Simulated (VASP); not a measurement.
# BN (F-43m) in VASP: notebook, part 2 of 3

VASP 6.6.1.

## 3. Band structure, BLYP

The input, POSCAR:

```
BN
1.0
    0.0000000000      1.8130010000      1.8130010000
    1.8130010000      0.0000000000      1.8130010000
    1.8130010000      1.8130010000      0.0000000000
N B
1 1
Direct
    0.2500000000      0.2500000000      0.2500000000
    0.0000000000      0.0000000000      0.0000000000
```

The input, INCAR.step1:

```
SYSTEM = BN
  PREC = Accurate
  ENCUT = 520
  EDIFF = 1E-6
  ISMEAR = -1
  SIGMA = 0.05
  LREAL = .False.
  LASPH = .True.
  NELM = 100
  ALGO = Fast
  ISIF = 2
  LWAVE = .False.
  LCHARG = .True.
  GGA = B5
  ALDAX = 1.0
  AGGAX = 1.0
  AGGAC = 1.0
  ALDAC = 0.0
```

The input, KPOINTS.step1:

```
regular mesh
0
Gamma
  13 13 13
  0 0 0
```

The input, INCAR.step2:

```
SYSTEM = BN
  PREC = Accurate
  ENCUT = 520
  EDIFF = 1E-6
  ISMEAR = 0
  SIGMA = 0.05
  LREAL = .False.
  LASPH = .True.
  NELM = 100
  ALGO = Fast
  ISIF = 2
  LWAVE = .False.
  LCHARG = .False.
  GGA = B5
  ALDAX = 1.0
  AGGAX = 1.0
  AGGAC = 1.0
  ALDAC = 0.0
  ICHARG = 11
```

The input, KPOINTS.step2:

```
path GXWKGLUWLK,UX
10
line-mode
reciprocal
 0.0000000000  0.0000000000  0.0000000000  G
 0.5000000000  0.0000000000  0.5000000000  X

 0.5000000000  0.0000000000  0.5000000000  X
 0.5000000000  0.2500000000  0.7500000000  W

 0.5000000000  0.2500000000  0.7500000000  W
 0.3750000000  0.3750000000  0.7500000000  K

 0.3750000000  0.3750000000  0.7500000000  K
 0.0000000000  0.0000000000  0.0000000000  G

 0.0000000000  0.0000000000  0.0000000000  G
 0.5000000000  0.5000000000  0.5000000000  L

 0.5000000000  0.5000000000  0.5000000000  L
 0.6250000000  0.2500000000  0.6250000000  U

 0.6250000000  0.2500000000  0.6250000000  U
 0.5000000000  0.2500000000  0.7500000000  W

 0.5000000000  0.2500000000  0.7500000000  W
 0.5000000000  0.5000000000  0.5000000000  L

 0.5000000000  0.5000000000  0.5000000000  L
 0.3750000000  0.3750000000  0.7500000000  K

 0.6250000000  0.2500000000  0.6250000000  U
 0.5000000000  0.0000000000  0.5000000000  X
```

Potentials or basis: VASP PAW PBE potentials, release 64 (N, B).

The run is started by

```sh
$ cat potpaw_PBE.64/N/POTCAR potpaw_PBE.64/B/POTCAR > POTCAR
$ cp INCAR.step1 INCAR
$ cp KPOINTS.step1 KPOINTS
$ mpirun -np 1 vasp_std > vasp.out
$ cp INCAR.step2 INCAR
$ cp KPOINTS.step2 KPOINTS
$ mpirun -np 1 vasp_std > vasp.out
```

OUTCAR:

```text
SYSTEM = BN
   PREC = Accurate
   ENCUT = 520
   EDIFF = 1E-6
   ISMEAR = 0
   LREAL = .False.
   LASPH = .True.
   NELM = 100
   ISIF = 2
   GGA = B5
   ICHARG = 11

 ion  position               nearest neighbor table
   1  0.250  0.250  0.250-   2 1.57   2 1.57   2 1.57   2 1.57
   2  0.000  0.000  0.000-   1 1.57   1 1.57   1 1.57   1 1.57

  LATTYP: Found a face centered cubic cell.
 ALAT       =     3.6260020000

  Lattice vectors:

 A1 = (   0.0000000000,   1.8130010000,   1.8130010000)
 A2 = (   1.8130010000,   0.0000000000,   1.8130010000)
 A3 = (   1.8130010000,   1.8130010000,   0.0000000000)

Analysis of symmetry for initial positions (statically):
=====================================================================
 Subroutine PRICEL returns:
 Original cell was already a primitive cell.

 Routine SETGRP: Setting up the symmetry group for a
 face centered cubic supercell.

 Subroutine GETGRP returns: Found 24 space group operations
 (whereof 24 operations were pure point group operations)
 out of a pool of 48 trial point group operations.

The static configuration has the point symmetry T_d .

Analysis of symmetry for dynamics (positions and initial velocities):
=====================================================================
 Subroutine PRICEL returns:
 Original cell was already a primitive cell.

 Routine SETGRP: Setting up the symmetry group for a
 face centered cubic supercell.

 Subroutine GETGRP returns: Found 24 space group operations
 (whereof 24 operations were pure point group operations)
 out of a pool of 48 trial point group operations.

The dynamic configuration has the point symmetry T_d .

 Subroutine INISYM returns: Found 24 space group operations
 (whereof 24 operations are pure point group operations),
 and found     1 'primitive' translations

----------------------------------------------------------------------------------------

                                     Primitive cell

  volume of cell :      11.9186
[... 108 lines left out ...]
   GGA     = B5    functional components
   LHFCALC =     F    Hartree Fock is set to
   AEXX    =    0.0000 exact exchange contribution
   IVDW    =     0    specifies the selected vdW correction
   LEPSILON=     F    determine dielectric tensor
   LRPA    =     F    only Hartree local field effects (RPA)
 non-spin polarized calculation
 RMM-DIIS sequential band-by-band and
 Gauss-broadening in eV      SIGMA  =   0.05
  energy-cutoff  :      520.00
  volume of cell :       11.92
 maximum number of plane-waves:       332
 NGX is ok and might be reduce to    20

 number of electron       7.9999999 magnetization

 Free energy of the ion-electron system (eV)
  ---------------------------------------------------
  ext. energy  EPLUGINS =         0.00000000
  ---------------------------------------------------
  free energy    TOTEN  =       -16.99843837 eV

  energy without entropy =      -16.99843837  energy(sigma->0) =      -16.99843837

 E-fermi :   7.9409     XC(G=0): -12.0837

 val. band max:        7.6132657448   @ k =   0.0000   0.0000   0.0000
 cond. band min:      12.4800149138   @ k =   0.5000   0.0000   0.5000
 fundamental gap:      4.8667491690
 Fermi energy:         7.9408602912

 k-point     1 :       0.0000    0.0000    0.0000
  band No.  band energies     occupation
      1     -12.2980      2.00000
      2       7.6133      2.00000
      3       7.6133      2.00000
      4       7.6133      2.00000
      5      16.5024      0.00000
      6      16.5024      0.00000
      7      16.5024      0.00000
      8      18.1406      0.00000
[... 243 lines left out ...]
 k-point    24 :       0.4583    0.2917    0.7500
  band No.  band energies     occupation
      1      -6.6395      2.00000
      2      -0.0195      2.00000
      3       0.5964      2.00000
      4       2.1200      2.00000
      5      16.7517      0.00000
      6      20.9516      0.00000
      7      21.8126      0.00000
      8      23.4800      0.00000

 [... further k-points ...]

------------------------ aborting loop because EDIFF is reached ----------------------------------------

  FORCE on cell =-STRESS in cart. coord.  units (eV):
  Direction    XX          YY          ZZ          XY          YZ          ZX
  --------------------------------------------------------------------------------------
  -------------------------------------------------------------------------------------
  Total       -0.1166515     -0.1166515     -0.1166515      0.0000000      0.0000000      0.0000000
  in kB      -15.6811073    -15.6811073    -15.6811073      0.0000000      0.0000000      0.0000000
  external PRESSURE =     -15.6811073 kB  Pullay stress =       0.0000000 kB

 VOLUME and BASIS-vectors are now :
 -----------------------------------------------------------------------------
  energy-cutoff  :      520.00
  volume of cell :       11.92
      direct lattice vectors                 reciprocal lattice vectors
     0.000000000  1.813001000  1.813001000    -0.275785838  0.275785838  0.275785838
     1.813001000  0.000000000  1.813001000     0.275785838 -0.275785838  0.275785838
     1.813001000  1.813001000  0.000000000     0.275785838  0.275785838 -0.275785838

 POSITION                                       TOTAL-FORCE (eV/Angst)
 -----------------------------------------------------------------------------------
      0.90650      0.90650      0.90650         0.000000      0.000000      0.000000
      0.00000      0.00000      0.00000        -0.000000     -0.000000     -0.000000
 -----------------------------------------------------------------------------------
    total drift:                                0.000000      0.000000      0.000000

  FREE ENERGIE OF THE ION-ELECTRON SYSTEM (eV)
  ---------------------------------------------------
  free  energy   TOTEN  =       -16.9984383650 eV

  energy  without entropy=      -16.9984383650  energy(sigma->0) =      -16.99843837
```

OUTCAR.step1:

```text
SYSTEM = BN
   PREC = Accurate
   ENCUT = 520
   EDIFF = 1E-6
   ISMEAR = -1
   LREAL = .False.
[... 487 lines left out ...]
      0.90650      0.90650      0.90650        -0.000000     -0.000000     -0.000000
      0.00000      0.00000      0.00000         0.000000      0.000000      0.000000
 -----------------------------------------------------------------------------------
    total drift:                                0.000000      0.000000      0.000000

  FREE ENERGIE OF THE ION-ELECTRON SYSTEM (eV)
  ---------------------------------------------------
  free  energy   TOTEN  =       -16.4064123932 eV

  energy  without entropy=      -16.4064123931  energy(sigma->0) =      -16.40641239
```

OSZICAR.step1:

```text
N       E                     dE             d eps       ncg     rms          rms(c)
DAV:   1     0.977396829904E+01    0.97740E+01   -0.52765E+03  1384   0.990E+02
DAV:   2    -0.173978029396E+02   -0.27172E+02   -0.26230E+02  1896   0.174E+02
DAV:   3    -0.175828972410E+02   -0.18509E+00   -0.18509E+00  1520   0.181E+01
DAV:   4    -0.175830972822E+02   -0.20004E-03   -0.20004E-03  1912   0.507E-01
DAV:   5    -0.175830973398E+02   -0.57681E-07   -0.57681E-07  1424   0.677E-03    0.716E+00
RMM:   6    -0.164986945373E+02    0.10844E+01   -0.14484E+00  1393   0.110E+01    0.324E+00
RMM:   7    -0.164259084582E+02    0.72786E-01   -0.22855E-01  1445   0.510E+00    0.191E+00
RMM:   8    -0.164072256017E+02    0.18683E-01   -0.30928E-02  1432   0.176E+00    0.265E-01
RMM:   9    -0.164066353305E+02    0.59027E-03   -0.64253E-03  1513   0.822E-01    0.137E-01
RMM:  10    -0.164064265442E+02    0.20879E-03   -0.45459E-04  1510   0.332E-01    0.322E-02
RMM:  11    -0.164064145468E+02    0.11997E-04   -0.84165E-05  1537   0.966E-02    0.124E-02
RMM:  12    -0.164064126642E+02    0.18826E-05   -0.52774E-06  1530   0.357E-02    0.499E-03
RMM:  13    -0.164064123932E+02    0.27101E-06   -0.79051E-07  1209   0.898E-03
   1 F= -.16406412E+02 E0= -.16406412E+02  d E =-.376492E-10
```

Run time: 24 s. Hardware: 1 thread of Intel Xeon Platinum 8259CL at 2.50GHz (Skylake/Cascade Lake), shared host; peak memory 0.12 GiB.

Results:

```
Band gap on the k mesh  : 4.94 eV, indirect (least direct gap 8.89 eV)
Band gap along the path : 4.87 eV, indirect (least direct gap 8.89 eV)
```

Levels at the corners of the path, in eV from the valence-band top:
| point | band 2 | band 3 | band 4 | band 5 | band 6 | band 7 |
| --- | --- | --- | --- | --- | --- | --- |
| Γ | 0.00 | 0.00 | 0.00 | 8.89 | 8.89 | 8.89 |
| X | -8.69 | -4.77 | -4.77 | 4.87 | 9.48 | 17.77 |
| X | -8.69 | -4.77 | -4.77 | 4.87 | 9.48 | 17.77 |
| W | -7.42 | -6.74 | -6.27 | 9.86 | 13.35 | 14.59 |
| W | -7.42 | -6.74 | -6.27 | 9.86 | 13.35 | 14.59 |
| K | -7.93 | -7.40 | -3.97 | 7.24 | 13.00 | 15.75 |
| K | -7.93 | -7.40 | -3.97 | 7.24 | 13.00 | 15.75 |
| Γ | 0.00 | 0.00 | 0.00 | 8.89 | 8.89 | 8.89 |
| Γ | 0.00 | 0.00 | 0.00 | 8.89 | 8.89 | 8.89 |
| L | -10.38 | -1.90 | -1.90 | 10.26 | 10.82 | 10.82 |
| L | -10.38 | -1.90 | -1.90 | 10.26 | 10.82 | 10.82 |
| U | -7.93 | -7.40 | -3.97 | 7.24 | 13.00 | 15.75 |
| U | -7.93 | -7.40 | -3.97 | 7.24 | 13.00 | 15.75 |
| W | -7.42 | -6.74 | -6.27 | 9.86 | 13.35 | 14.59 |
| W | -7.42 | -6.74 | -6.27 | 9.86 | 13.35 | 14.59 |
| L | -10.38 | -1.90 | -1.90 | 10.26 | 10.82 | 10.82 |
| L | -10.38 | -1.90 | -1.90 | 10.26 | 10.82 | 10.82 |
| K | -7.93 | -7.40 | -3.97 | 7.24 | 13.00 | 15.75 |
| U | -7.93 | -7.40 | -3.97 | 7.24 | 13.00 | 15.75 |
| X | -8.69 | -4.77 | -4.77 | 4.87 | 9.48 | 17.77 |

Caveat: the log is that of the step along the path at fixed density, whose energy, stress, charges and moments have no meaning; the PAW data sets were made with another functional, which shifts forces and pressure a little.

[end of part 2 of 3]
